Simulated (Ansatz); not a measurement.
## Cs: projected density of states with PBE0

Crystal: Cs.

```xyz
1
Lattice="-3.1285 3.1285 3.1285 3.1285 -3.1285 3.1285 3.1285 3.1285 -3.1285" Properties=species:S:1:pos:R:3 pbc="T T T"
Cs    0.0000    0.0000    0.0000
```

```
Program             : Ansatz 0.2.0
Task                : projected density of states
Functional          : PBE0
Potentials or basis : Ansatz PAW
Cutoff              : 420 eV (not typed: the program's choice for these potentials)
k mesh              : 4 × 4 × 4
Occupations         : fermi-dirac, width 0.05 eV
Spin                : no spin polarisation
```

```yaml
Pressure: 0.1 GPa
Band_gap_on_the_k_mesh: none (metal or under the smearing width)
Density_of_states_at_the_Fermi_level: 1.52 states/eV per cell
```

Levels at points of the mesh, in eV from the Fermi level:
| k point | band 2 | band 3 | band 4 | band 5 | band 6 | band 7 |
| --- | --- | --- | --- | --- | --- | --- |
| (0.00, 0.00, 0.00) | -12.18 | -12.18 | -12.18 | -2.34 | 3.17 | 3.17 |
| (0.00, 0.00, -0.50) | -12.30 | -12.22 | -12.18 | 0.36 | 1.04 | 2.27 |
| (-0.50, -0.50, -0.50) | -12.26 | -12.26 | -12.26 | 1.20 | 1.20 | 3.35 |

States per cell in windows of 1 eV (zero at the Fermi level; states under -8 eV left out):
| from (eV) | total | Cs 6s |
| --- | --- | --- |
| -8.0 | 0.00 | 0.00 |
| -7.0 | 0.00 | 0.00 |
| -6.0 | 0.00 | 0.00 |
| -5.0 | 0.00 | 0.00 |
| -4.0 | 0.00 | 0.00 |
| -3.0 | 0.01 | 0.01 |
| -2.0 | 0.31 | 0.30 |
| -1.0 | 0.65 | 0.59 |
| 0.0 | 0.97 | 0.65 |
| 1.0 | 2.09 | 0.12 |
| 2.0 | 2.26 | 0.11 |
| 3.0 | 3.35 | 0.09 |
| 4.0 | 2.17 | 0.03 |
| 5.0 | 2.18 | 0.04 |
| 6.0 | 0.00 | 0.00 |
| 7.0 | 0.00 | 0.00 |

It took 16 s on 2 threads of Arm Neoverse V1 (shared host), peak memory 1.1 GiB.

Caveat: the PAW data sets come from PBE, with cores solved anew for the run's functional, which leaves a small shift of forces and pressure; the density of states is complete only up to the lowest level of the last band computed; the thresholds are loose for stress. The run has no spin-orbit coupling, so splittings on Cs are missing.
